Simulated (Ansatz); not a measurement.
Crystal: Si2Ni.

```
Ni Si
1.0
     0.00000    2.70300    2.70300
     2.70300    0.00000    2.70300
     2.70300    2.70300    0.00000
Ni Si
1 2
Direct
  0.00000 0.00000 0.00000
  0.75000 0.75000 0.75000
  0.25000 0.25000 0.25000
```

Base run:

```yaml
Program: Ansatz 0.2.0
Functional: PBEsol
Potentials_or_basis: Ansatz PAW
Cutoff: "420 eV (not typed: the program's choice for these potentials)"
k_mesh: 7 × 7 × 7
Occupations: fermi-dirac, width 0.05 eV
Spin: collinear spin, ferromagnetic start
Starting_moments: "[1.2, 0.0, 0.0] μB"
Fixed_moment: 1.2 μB
```

Its results: pressure 3.8 GPa; site moments Ni +0.50; Si +0.17 μB.

Task: The run is repeated on the same cell with these changes: fixed moment from 1.2 μB to 0.2 μB; moments at the start from [1.2, 0.0, 0.0] to [0.2, 0.0, 0.0]. What comes out?

Result: Pressure -1.6 GPa; site moments Ni +0.12; Si +0.03 μB.

Caveats: the total moment is fixed, so each spin has its own Fermi level; the PAW data sets come from PBE, with cores solved anew for the run's functional, which leaves a small shift of forces and pressure; the thresholds are loose for stress.
